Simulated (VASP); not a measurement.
# ZrB2 (P6/mmm) in VASP: further runs

Aim: see how the results for ZrB2 move with the level of theory and the settings. Levels: PBE, LDA. Tasks: relaxation of cell and atoms.

Everything below comes from runs of VASP 6.6.1. Logs are shortened: lines on timing, memory, paths and dates and some standing lists are left out, and cuts for length are marked.

## 1. Starting point

Symmetry: P6/mmm, No. 191, hexagonal system. Conventional cell: a = 3.170 Å, b = 3.170 Å, c = 3.533 Å, α = 90.00°, β = 90.00°, γ = 120.00°. Zr (site symmetry 6/mmm) has 12 B at 2.54 Å as nearest neighbours. Around B (site symmetry -6m2) lie 3 B at 1.83 Å.

## 2. Relaxation of cell and atoms, PBE

INCAR reads:

```
PREC = Accurate ; ENCUT = 600
EDIFF = 1E-6 ; ISMEAR = 1
SIGMA = 0.1 ; LREAL = False
LASPH = True ; NELM = 80
ALGO = Normal ; ISIF = 3
LWAVE = False ; LCHARG = False
GGA = PE ; IBRION = 2
NSW = 90 ; EDIFFG = -0.01
```

KPOINTS reads:

```
Automatic mesh
0
Gamma
  15 15 10
```

POSCAR reads:

```
ZrB2
1.0
    3.1700000000      0.0000000000      0.0000000000
   -1.5850000000      2.7453005300      0.0000000000
    0.0000000000      0.0000000000      3.5330000000
Zr B
1 2
Direct
    0.0000000000      0.0000000000      0.0000000000
    0.3333333300      0.6666666700      0.5000000000
    0.6666666700      0.3333333300      0.5000000000
```

Potentials or basis: VASP PAW PBE potentials, release 64 (Zr_sv, B).

On the command line:

```bash
$ cat potpaw_PBE.64/Zr_sv/POTCAR potpaw_PBE.64/B/POTCAR > POTCAR
$ mpirun -np 1 vasp_std > vasp.out
```

OUTCAR:

```text
PREC = Accurate
   ENCUT = 600
   EDIFF = 1E-6
   ISMEAR = 1
   LREAL = False
   LASPH = True
   NELM = 80
   ISIF = 3
   GGA = PE
   IBRION = 2
   NSW = 90
   EDIFFG = -0.01

 ion  position               nearest neighbor table
   1  0.000  0.000  0.000-   2 2.54   3 2.54   2 2.54   3 2.54   3 2.54   3 2.54   2 2.54   2 2.54
                             3 2.54   3 2.54   2 2.54   2 2.54
   2  0.333  0.667  0.500-   3 1.83   3 1.83   3 1.83   1 2.54   1 2.54   1 2.54   1 2.54   1 2.54
                             1 2.54
   3  0.667  0.333  0.500-   2 1.83   2 1.83   2 1.83   1 2.54   1 2.54   1 2.54   1 2.54   1 2.54
                             1 2.54

  LATTYP: Found a hexagonal cell.
 ALAT       =     3.1700000000
 C/A-ratio  =     1.1145110410

  Lattice vectors:

 A1 = (   3.1700000000,   0.0000000000,   0.0000000000)
 A2 = (  -1.5850000000,   2.7453005300,   0.0000000000)
 A3 = (   0.0000000000,   0.0000000000,   3.5330000000)

Analysis of symmetry for initial positions (statically):
=====================================================================
 Subroutine PRICEL returns:
 Original cell was already a primitive cell.

 Routine SETGRP: Setting up the symmetry group for a
 hexagonal supercell.

 Subroutine GETGRP returns: Found 24 space group operations
 (whereof 24 operations were pure point group operations)
 out of a pool of 24 trial point group operations.

The static configuration has the point symmetry D_6h.

Analysis of symmetry for dynamics (positions and initial velocities):
=====================================================================
 Subroutine PRICEL returns:
 Original cell was already a primitive cell.

 Routine SETGRP: Setting up the symmetry group for a
 hexagonal supercell.

 Subroutine GETGRP returns: Found 24 space group operations
 (whereof 24 operations were pure point group operations)
 out of a pool of 24 trial point group operations.

The dynamic configuration has the point symmetry D_6h.

 Subroutine INISYM returns: Found 24 space group operations
 (whereof 24 operations are pure point group operations),
 and found     1 'primitive' translations

----------------------------------------------------------------------------------------

                                     Primitive cell

  volume of cell :      30.7463

  direct lattice vectors                    reciprocal lattice vectors
     3.170000000  0.000000000  0.000000000     0.315457413  0.182129422  0.000000000
    -1.585000000  2.745300530  0.000000000     0.000000000  0.364258845  0.000000000
     0.000000000  0.000000000  3.533000000     0.000000000  0.000000000  0.283045570

  length of vectors
     3.170000000  3.170000000  3.533000000     0.364258845  0.364258845  0.283045570

  position of ions in fractional coordinates (direct lattice)
     0.000000000  0.000000000  0.000000000
     0.333333330  0.666666670  0.500000000
     0.666666670  0.333333330  0.500000000

  ion indices of the primitive-cell ions
   primitive index   ion index
                 1           1
                 2           2
                 3           3

----------------------------------------------------------------------------------------

 KPOINTS: Automatic mesh

Automatic generation of k-mesh.
 Grid dimensions read from file:
 generate k-points for:   15   15   10

 Generating k-lattice:

  Cartesian coordinates                     Fractional coordinates (reciprocal lattice)
     0.021030494  0.012141961  0.000000000     0.066666667  0.000000000  0.000000000
     0.000000000  0.024283923  0.000000000     0.000000000  0.066666667  0.000000000
     0.000000000  0.000000000  0.028304557     0.000000000  0.000000000  0.100000000

  Length of vectors
     0.024283923  0.024283923  0.028304557

  Shift w.r.t. Gamma in fractional coordinates (k-lattice)
     0.000000000  0.000000000  0.000000000

 Subroutine IBZKPT returns following result:
 ===========================================

 Found    162 irreducible k-points:

 Following reciprocal coordinates:
            Coordinates               Weight
  0.000000  0.000000  0.000000      1.000000
  0.066667  0.000000  0.000000      6.000000
  0.133333  0.000000  0.000000      6.000000
  0.200000 -0.000000  0.000000      6.000000
  0.266667  0.000000  0.000000      6.000000
  0.333333 -0.000000  0.000000      6.000000
[... 16 lines left out ...]
  0.333333  0.200000  0.000000     12.000000
  0.400000  0.200000  0.000000      6.000000
 [... further k-points ...]
   k-points           NKPTS =    162   k-points in BZ     NKDIM =    162   number of bands    NBANDS=     13
   number of dos      NEDOS =    301   number of ions     NIONS =      3
   total plane-waves  NPLWV =  21952
   dimension x,y,z NGX =    28 NGY =   28 NGZ =   28
   dimension x,y,z NGXF=    56 NGYF=   56 NGZF=   56
   ions per type =               1   2
   NGX,Y,Z   is equivalent  to a cutoff of  14.68, 14.68, 13.18 a.u.
   NGXF,Y,Z  is equivalent  to a cutoff of  29.37, 29.37, 26.35 a.u.
 SYSTEM =  unknown system
   PREC   = accura    normal or accurate (medium, high low for compatibility)
   ISTART =      0    job   : 0-new  1-cont  2-samecut
   ICHARG =      2    charge: 1-file 2-atom 10-const
   ISPIN  =      1    spin polarized calculation?
   LNONCOLLINEAR =      F non collinear calculations
   LSORBIT =      F    spin-orbit coupling
   LASPH  =      T    aspherical Exc in radial PAW
   ENCUT  =  600.0 eV  44.10 Ry    6.64 a.u.   6.33  6.33  7.06*2*pi/ulx,y,z
   NELM   =     80;   NELMIN=  2; NELMDL= -5     # of ELM steps
   EDIFF  = 0.1E-05   stopping-criterion for ELM
   LREAL  =      F    real-space projection
   EDIFFG = -.1E-01   stopping-criterion for IOM
   NSW    =     90    number of steps for IOM
   IBRION =      2    ionic relax: 0-MD 1-quasi-New 2-CG
   NFREE  =      1    steps in history (QN), initial steepest desc. (CG)
   ISIF   =      3    stress and relaxation
   ISYM   =      2    0-nonsym 1-usesym 2-fastsym
   POTIM  = 0.5000    time-step for ionic-motion
   TEBEG  =    0.0;   TEEND  =   0.0 temperature during run
   PSTRESS=    0.0 pullay stress
   NELECT =      18.0000    total number of electrons
   NUPDOWN=      -1.0000    fix difference up-down
   EMIN   =  10.00;   EMAX   =-10.00  energy-range for DOS
   EFERMI =   0.00;   METHOD = LEGACY
   ISMEAR =     1;   SIGMA  =   0.10  broadening in eV -4-tet -1-fermi 0-gaus
   EFERMI_NEDOS =   21; number of points for ismear=-14 and -15
   IALGO  =     38    algorithm
   IMIX   =      4    mixing-type and parameters
     AMIX     =   0.40;   BMIX     =  1.00
     AMIX_MAG =   1.60;   BMIX_MAG =  1.00
  volume/ion in A,a.u.               =      10.25        69.16
  Fermi-wavevector in a.u.,A,eV,Ry     =   1.369519  2.588016 25.518847  1.875582
  Thomas-Fermi vector in A             =   2.495387
   LORBIT       =      0    0 simple, 1 ext, 2 COOP (PROOUT), +10 PAW based schemes
   GGA     = PE    functional components
   LHFCALC =     F    Hartree Fock is set to
   AEXX    =    0.0000 exact exchange contribution
   IVDW    =     0    specifies the selected vdW correction
   LEPSILON=     F    determine dielectric tensor
   LRPA    =     F    only Hartree local field effects (RPA)
 conjugate gradient relaxation of ions
 non-spin polarized calculation
 Methfessel and Paxton  Order N= 1 SIGMA  =   0.10
  energy-cutoff  :      600.00
  volume of cell :       30.75
 maximum number of plane-waves:      1046
 NGX is ok and might be reduce to    28
   NGX = 13   NGY = 13   NGZ = 15

--------------------------------------- Ionic step        1  -------------------------------------------

 number of electron      18.0000000 magnetization

 Free energy of the ion-electron system (eV)
  ---------------------------------------------------
  ext. energy  EPLUGINS =         0.00000000
  ---------------------------------------------------
  free energy    TOTEN  =       -24.98165688 eV

  energy without entropy =      -24.98178242  energy(sigma->0) =      -24.98169872

------------------------ aborting loop because EDIFF is reached ----------------------------------------

  FORCE on cell =-STRESS in cart. coord.  units (eV):
  Direction    XX          YY          ZZ          XY          YZ          ZX
  --------------------------------------------------------------------------------------
  -------------------------------------------------------------------------------------
  Total        0.1444589      0.1444589      0.2263193      0.0000000      0.0000000      0.0000000
  in kB        7.5276956      7.5276956     11.7934092      0.0000000      0.0000000      0.0000000
  external PRESSURE =       8.9496001 kB  Pullay stress =       0.0000000 kB
[... 207 lines left out ...]
  energy  without entropy=      -24.9821203857  energy(sigma->0) =      -24.98203444

--------------------------------------- Ionic step        7  -------------------------------------------

 number of electron      18.0000000 magnetization

 Free energy of the ion-electron system (eV)
  ---------------------------------------------------
  ext. energy  EPLUGINS =         0.00000000
  ---------------------------------------------------
  free energy    TOTEN  =       -24.98201449 eV

  energy without entropy =      -24.98214553  energy(sigma->0) =      -24.98205817

 E-fermi :  10.4435     XC(G=0): -12.4250

 val. band max:       10.3850243480   @ k =   0.0667   0.0667   0.5000
 cond. band min:      10.4689516147   @ k =   0.4000   0.1333   0.0000
 fundamental gap:      0.0839272667
 Fermi energy:        10.4434847953

 k-point     1 :       0.0000    0.0000    0.0000
  band No.  band energies     occupation
      1     -38.1661      2.00000
      2     -16.3540      2.00000
      3     -15.7996      2.00000
      4     -15.7996      2.00000
      5      -2.2316      2.00000
      6       7.8704      2.00000
      7       7.8704      2.00000
      8       7.9034      2.00000
      9       8.1195      2.00000
     10      13.8641      0.00000
     11      13.8641      0.00000
     12      14.6274      0.00000
     13      14.6274      0.00000
[... 353 lines left out ...]
 k-point    24 :       0.4000    0.2000    0.0000
  band No.  band energies     occupation
      1     -38.0422      2.00000
      2     -16.6179      2.00000
      3     -16.2215      2.00000
      4     -16.1685      2.00000
      5       2.1531      2.00000
      6       2.2330      2.00000
      7       4.9643      2.00000
      8       7.1144      2.00000
      9       9.4809      2.00000
     10      10.2529      2.02139
     11      13.2065      0.00000
     12      14.6158      0.00000
     13      16.8229      0.00000

 [... further k-points ...]
[... 5 lines left out ...]
  --------------------------------------------------------------------------------------
  -------------------------------------------------------------------------------------
  Total       -0.0064040     -0.0064040     -0.0073971      0.0000000      0.0000000      0.0000000
  in kB       -0.3324142     -0.3324142     -0.3839659      0.0000000      0.0000000      0.0000000
  external PRESSURE =      -0.3495981 kB  Pullay stress =       0.0000000 kB
[... 18 lines left out ...]
  FREE ENERGIE OF THE ION-ELECTRON SYSTEM (eV)
  ---------------------------------------------------
  free  energy   TOTEN  =       -24.9820144930 eV

  energy  without entropy=      -24.9821455318  energy(sigma->0) =      -24.98205817

 reached required accuracy - stopping structural energy minimisation
```

It took 3.4 min on 1 thread of Intel Xeon Platinum 8488C (Sapphire Rapids), shared host; peak memory 0.23 GiB.

Results:

| Quantity | Value |
| --- | --- |
| Free energy | -24.9820 eV |
| Relaxed volume | 10.29 Å³/atom |
| Relaxed cell | a = 3.172 Å, b = 3.172 Å, c = 3.541 Å, α = 90.00°, β = 90.00°, γ = 120.00° |
| Space group after relaxing (to 0.05 Å) | P6/mmm (No. 191) |
| Energy gained by relaxing | 0.1 meV/atom |
| Ionic steps | 7 |
| Pressure after relaxing | 0.0 GPa |
| Band gap on the k mesh | none (metal or under the smearing width) |

Step by step:
| step | energy change (eV) | largest force (eV/Å) | pressure (GPa) | volume (Å³) |
| --- | --- | --- | --- | --- |
| 1 | 0.0000 | 0.0000 | 0.89 | 30.75 |
| 2 | 0.0001 | 0.0000 | -1.07 | 31.00 |
| 3 | -0.0003 | 0.0000 | -0.02 | 30.86 |
| 4 | -0.0003 | 0.0000 | -0.01 | 30.87 |
| 5 | -0.0002 | 0.0000 | -0.56 | 30.93 |
| 6 | -0.0003 | 0.0000 | -0.07 | 30.87 |
| 7 | -0.0004 | 0.0000 | -0.03 | 30.87 |

Final structure:
```yaml
crystal:
  lattice:
    - [3.17248, 0.00000, 0.00000]
    - [-1.58624, 2.74745, 0.00000]
    - [0.00000, 0.00000, 3.54122]
  atoms:
    - { symbol: Zr, position: [0.00000, 0.00000, 0.00000] }
    - { symbol: B, position: [0.33333, 0.66667, 0.50000] }
    - { symbol: B, position: [0.66667, 0.33333, 0.50000] }
```

PBE usually gives volumes a little too large and moduli too small. Zero-point motion and thermal expansion aren't in these numbers.

## 3. Relaxation of cell and atoms, PBE

This run uses another cell than the first one, of 10.29 Å³/atom, 1.004 times its volume.

INCAR reads:

```
PREC = Accurate ; ENCUT = 600
EDIFF = 1E-7 ; ISMEAR = 1
SIGMA = 0.1 ; LREAL = False
LASPH = True ; NELM = 80
ALGO = Normal ; ISIF = 3
LWAVE = False ; LCHARG = False
GGA = PE ; IBRION = 2
NSW = 90 ; EDIFFG = -0.005
```

KPOINTS is that of step 2.

POSCAR reads:

```
ZrB2                                    
1.0
    3.1724769520      0.0000000000      0.0000000000
   -1.5862384760      2.7474456334      0.0000000000
   -0.0000000000      0.0000000000      3.5412151135
  Zr              B             
     1     2
Direct
     1.0000000000000000    0.0000000000000000    1.0000000000000000
     0.3333333300000021    0.6666666699999979    0.5000000000000000
     0.6666666699999979    0.3333333300000021    0.5000000000000000
```

Potentials or basis: VASP PAW PBE potentials, release 64 (Zr_sv, B).

On the command line:

```bash
$ cat potpaw_PBE.64/Zr_sv/POTCAR potpaw_PBE.64/B/POTCAR > POTCAR
$ mpirun -np 1 vasp_std > vasp.out
```

It took 63 s on 1 thread of Intel Xeon Platinum 8488C (Sapphire Rapids), shared host; peak memory 0.22 GiB.

Results (log left out):

| Quantity | Value |
| --- | --- |
| Free energy | -24.9821 eV |
| Pressure after relaxing | 0.0 GPa |
| Band gap on the k mesh | none (metal or under the smearing width) |

Final structure:
```xyz
3
Lattice="3.1725 0.0000 0.0000 -1.5862 2.7474 0.0000 0.0000 0.0000 3.5412" Properties=species:S:1:pos:R:3 pbc="T T T"
Zr    0.0000    0.0000    0.0000
B     0.0000    1.8316    1.7706
B     1.5862    0.9158    1.7706
```

Levels at points of the mesh, in eV from the Fermi level:
```tsv
k point	band 6	band 7	band 8	band 9	band 10	band 11	band 12	band 13
(0.00, 0.00, 0.00)	-2.57	-2.57	-2.54	-2.32	3.42	3.42	4.18	4.18
(0.00, 0.00, 0.50)	-6.91	-0.92	-0.92	0.38	0.38	0.82	0.82	1.83
```

Caveat: the relaxation stopped at its first step, so nothing moved.

## 4. Relaxation of cell and atoms, LDA

INCAR reads:

```
SYSTEM = ZrB2
PREC     = Accurate       ! precision mode
ENCUT    = 600            ! plane-wave cutoff, eV
EDIFF    = 1E-6           ! SCF threshold, eV
ISMEAR   = 1              ! smearing method
SIGMA    = 0.1            ! smearing width, eV
LREAL    = .False.        ! projectors in reciprocal space
LASPH    = .True.         ! aspherical terms in the spheres
NELM     = 80             ! most SCF steps
ALGO     = Normal         ! electronic algorithm
ISIF     = 3              ! what is computed and relaxed
LWAVE    = .False.        ! write WAVECAR
LCHARG   = .False.        ! write CHGCAR
GGA      = CA             ! functional
IBRION   = 2              ! ionic algorithm
NSW      = 90             ! ionic steps
EDIFFG   = -0.01          ! ionic threshold
```

KPOINTS reads:

```
regular mesh
0
Gamma
  15 15 10
  0 0 0
```

POSCAR reads:

```
ZrB2
1.0
    3.1700000000      0.0000000000      0.0000000000
   -1.5850000000      2.7453005300      0.0000000000
    0.0000000000      0.0000000000      3.5330000000
Zr B
1 2
Direct
    0.0000000000      0.0000000000      0.0000000000
    0.3333333300      0.6666666700      0.5000000000
    0.6666666700      0.3333333300      0.5000000000
```

Potentials or basis: VASP PAW LDA potentials, release 64 (Zr_sv, B).

On the command line:

```bash
$ cat potpaw_LDA.64/Zr_sv/POTCAR potpaw_LDA.64/B/POTCAR > POTCAR
$ mpirun -np 1 vasp_std > vasp.out
```

Wall time 3.2 min (1 thread of Intel Xeon Platinum 8488C (Sapphire Rapids), shared host); peak memory 0.21 GiB.

It converged, with:

| Quantity | Value |
| --- | --- |
| Free energy | -27.4861 eV |
| Relaxed volume | 9.90 Å³/atom |
| Relaxed cell | a = 3.135 Å, b = 3.135 Å, c = 3.489 Å, α = 90.00°, β = 90.00°, γ = 120.00° |
| Space group after relaxing (to 0.05 Å) | P6/mmm (No. 191) |
| Energy gained by relaxing | 9.3 meV/atom |
| Ionic steps | 5 |
| Pressure after relaxing | 0.1 GPa |
| Band gap on the k mesh | none (metal or under the smearing width) |

Step by step:
```tsv
step	energy change (eV)	largest force (eV/Å)	pressure (GPa)	volume (Å³)
1	0.0000	0.0000	-8.38	30.75
2	0.0211	0.0000	12.61	28.42
3	-0.0279	0.0000	-0.10	29.72
4	-0.0279	0.0000	0.03	29.70
5	-0.0279	0.0000	0.08	29.70
```

Final structure:
```
Zr B
1.0
     3.13503    0.00000    0.00000
    -1.56751    2.71501    0.00000
     0.00000    0.00000    3.48905
Zr B
1 2
Cartesian
  0.0000 0.0000 0.0000
  0.0000 1.8100 1.7445
  1.5675 0.9050 1.7445
```

Levels at points of the mesh, in eV from the Fermi level:
```csv
k point,band 7,band 8,band 9,band 10,band 11,band 12
"(0.00, 0.00, 0.00)",-2.66,-2.62,-2.22,3.57,3.57,4.38
"(0.00, 0.00, 0.50)",-0.93,-0.93,0.36,0.36,0.83,0.83
```

LDA usually gives volumes a few per cent too small. Zero-point motion and thermal expansion aren't in these numbers.
